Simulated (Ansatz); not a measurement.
Here is an Ansatz 0.2.0 calculation.

The input input.yaml:

```yaml
crystal:
  lattice:
    - [2.74841, 0.0, 0.0]
    - [0.0, 2.74841, 0.0]
    - [0.0, 0.0, 2.74841]
  atoms:
    - { symbol: Au, position: [0.5, 0.5, 0.5] }
hamiltonian:
  xc: pbe
  pseudopotentials: { kind: paw }
kpoints:
  mp_grid: { grid: [10, 10, 10] }
  band_path:
    path:
      - [[0.0, 0.0, 0.0], [0.0, 0.5, 0.0], [0.5, 0.5, 0.0], [0.0, 0.0, 0.0], [0.5, 0.5, 0.5], [0.0, 0.5, 0.0]]
      - [[0.5, 0.5, 0.0], [0.5, 0.5, 0.5]]
    npoints: 14
scf:
  occupations: { method: fermi_dirac, width: 0.05 }
  n_extra_bands: 6
output:
  forces: true
  stress: true
  eigenvalues: true
  fatbands: false
  write_density: true
  write_potential: true
  elf: true
  volumetric_format: npy
```

Potentials or basis: Ansatz PAW.

Launch:

```console
$ ansatz run input.yaml --threads 2 --pin off --max-ram 5632MiB --backend cpu --events-out ev --progress --plain --runs-dir out
```

What does it give for the band gap on the k mesh?

None (metal or under the smearing width).

What does it give for the pressure?

0.2 GPa.

Levels at the corners of the path, in eV from the Fermi level:
```
point  band 5  band 6  band 7  band 8  band 9  band 10  band 11  band 12  band 13  band 14
    Γ   -7.76   -5.60   -5.60   -1.43   -1.43    -1.43    13.83    13.83    13.83    18.64
    X   -5.69   -5.21   -2.86   -2.86   -1.30    -0.44     2.05    16.28    18.38    18.92
    M   -5.54   -4.87   -2.61   -2.61   -0.29     3.83     3.83     6.39    11.43    20.40
    Γ   -7.76   -5.60   -5.60   -1.43   -1.43    -1.43    13.83    13.83    13.83    18.64
    R   -4.88   -4.88   -4.88   -0.20   -0.20     8.41     8.41     8.41    10.15    12.15
    X   -5.69   -5.21   -2.86   -2.86   -1.30    -0.44     2.05    16.28    18.38    18.92
    M   -5.54   -4.87   -2.61   -2.61   -0.29     3.83     3.83     6.39    11.43    20.40
    R   -4.88   -4.88   -4.88   -0.20   -0.20     8.41     8.41     8.41    10.15    12.15
```

Caveat: spin-orbit coupling is left out, which moves the levels of the heavy elements.
